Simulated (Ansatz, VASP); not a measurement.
## Two plane-wave programs on Pd

```xyz
1
Lattice="0.0000 1.7893 1.8671 1.7893 0.0000 1.8671 1.7893 1.7893 0.0000" Properties=species:S:1:pos:R:3 pbc="T T T"
Pd    0.0000    0.0000    0.0000
```

Change from the starting cell: strain -0.080 along x and y, -0.040 along z, atoms carried along.

Alike in both runs: task single point; functional LDA; k mesh 20 × 20 × 20; occupations gaussian, width 0.15 eV; no spin polarisation.

|  | VASP | Ansatz |
| --- | --- | --- |
| version | VASP 6.6.1 | Ansatz 0.2.0 |
| potentials or method | VASP PAW LDA potentials, release 64 (Pd) | scalar-relativistic, plane waves, PAW |
| plane-wave cutoff (eV) | 520 | 420 |
| valence electrons in the cell | 10 | 18 |

```tsv
	VASP	Ansatz	Ansatz less VASP
gap on the k mesh at the Fermi level (eV)	none	none	-
pressure (GPa)	60.7	60.1	-0.58
largest component of the traceless stress (GPa)	4.45	4.50	+0.046
```

A gap of «none» marks a metal or a gap that the smearing closes. The two sets of potentials don't hold the same shells in valence.

Caveats: the cell as given lies far from equilibrium; so large a pressure means that the cell lies far from this level's equilibrium, or that cutoff or potentials fall short (VASP).
